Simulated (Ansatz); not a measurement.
LiCl: distorted cells

Method: DFT PBE, scalar-relativistic, plane waves, PAW in Ansatz 0.2.0.

Plane waves to 420 eV, a k mesh through Γ of 9×9×4 on the computed 4-atom cell and Gaussian smearing (0.02 eV); no spin polarisation.

Reference cell:

```xyz
4
Lattice="3.9249 0.0000 0.0000 -1.9624 3.3990 0.0000 0.0000 0.0000 6.3572" Properties=species:S:1:pos:R:3 pbc="T T T"
Li    1.9624    1.1330    5.5690
Li    0.0000    2.2660    2.3904
Cl    1.9624    1.1330    3.1721
Cl    0.0000    2.2660    6.3507
```

Each variant moves atoms of this cell by the vectors given, if any (Å), and then applies a symmetric strain (tensor components, Cartesian axes). The reference cell isn't relaxed at this level. Energies are per atom at zero smearing, counted from the lowest variant. Pressure is positive in compression.

1. strain (xx yy zz yz xz xy, %) 5.46 5.46 -0.54 0.00 0.00 0.00; moves: Li1 (0.000, 0.000, 0.250); Li2 (0.000, 0.000, 0.250); Cl3 (0.000, 0.000, -0.250); Cl4 (0.000, 0.000, -0.250)
2. strain (xx yy zz yz xz xy, %) -6.09 -6.09 2.91 0.00 0.00 0.00; moves: Li1 (0.000, 0.000, -0.250); Li2 (0.000, 0.000, -0.250); Cl3 (0.000, 0.000, 0.250); Cl4 (0.000, 0.000, 0.250)
3. strain (xx yy zz yz xz xy, %) 4.27 4.14 6.35 -0.78 0.99 2.00; moves: Li1 (-0.072, -0.089, 0.086); Li2 (0.060, -0.025, 0.031); Cl3 (0.133, 0.030, 0.034); Cl4 (-0.122, 0.084, -0.151)
4. strain (xx yy zz yz xz xy, %) -3.07 -1.75 -1.40 -0.22 0.00 0.00; moves: Li1 (0.000, 0.004, 0.004); Li2 (0.000, 0.017, 0.019); Cl3 (0.000, 0.020, 0.004); Cl4 (0.000, -0.042, -0.027)
5. strain (xx yy zz yz xz xy, %) 1.82 1.85 -2.67 -1.64 -2.53 -1.07; moves: Li1 (-0.018, 0.002, 0.006); Li2 (0.015, -0.002, 0.000); Cl3 (0.021, 0.012, -0.034); Cl4 (-0.018, -0.012, 0.028)
6. strain (xx yy zz yz xz xy, %) 1.15 1.09 1.82 0.28 0.50 0.18; moves: Li1 (0.007, -0.021, 0.011); Li2 (0.025, 0.023, -0.001); Cl3 (-0.026, 0.016, -0.020); Cl4 (-0.006, -0.018, 0.009)
7. strain (xx yy zz yz xz xy, %) -3.09 -3.73 -4.65 0.81 1.00 -0.21; moves: Li1 (-0.034, -0.012, 0.007); Li2 (0.025, -0.007, 0.007); Cl3 (0.020, -0.005, 0.004); Cl4 (-0.011, 0.024, -0.019)
8. strain (xx yy zz yz xz xy, %) 1.57 1.57 -7.43 0.00 0.00 0.00; moves: Li1 (0.000, 0.000, 0.030); Li2 (0.000, 0.000, 0.030); Cl3 (0.000, 0.000, -0.030); Cl4 (0.000, 0.000, -0.030)
9. strain (xx yy zz yz xz xy, %) -0.11 -0.11 -3.11 0.00 0.00 0.00; moves: Li1 (0.000, 0.000, -0.150); Li2 (0.000, 0.000, -0.150); Cl3 (0.000, 0.000, 0.150); Cl4 (0.000, 0.000, 0.150)

```tsv
result	ΔE (meV/atom)	P (GPa)	largest force (eV/Å)	gap on mesh (eV)
A	201.1	5.64	2.38	5.76
B	2.3	1.50	0.22	6.14
C	39.0	-1.84	0.12	5.24
D	2.8	-0.31	0.29	5.78
E	16.9	3.30	0.19	6.30
F	5.9	1.07	0.21	5.92
G	51.7	-2.33	0.55	5.32
H	0.0	-1.07	0.11	5.78
I	97.1	2.93	1.54	5.91
```

Problem. Which variant gave which result?

Solution. A is 2, B is 4, C is 1, D is 5, E is 7, F is 8, G is 3, H is 6, I is 9.

An odd mesh misses points on the zone edge, so a gap read on it can be too wide.

This wurtzite form isn't the usual stable structure of the compound.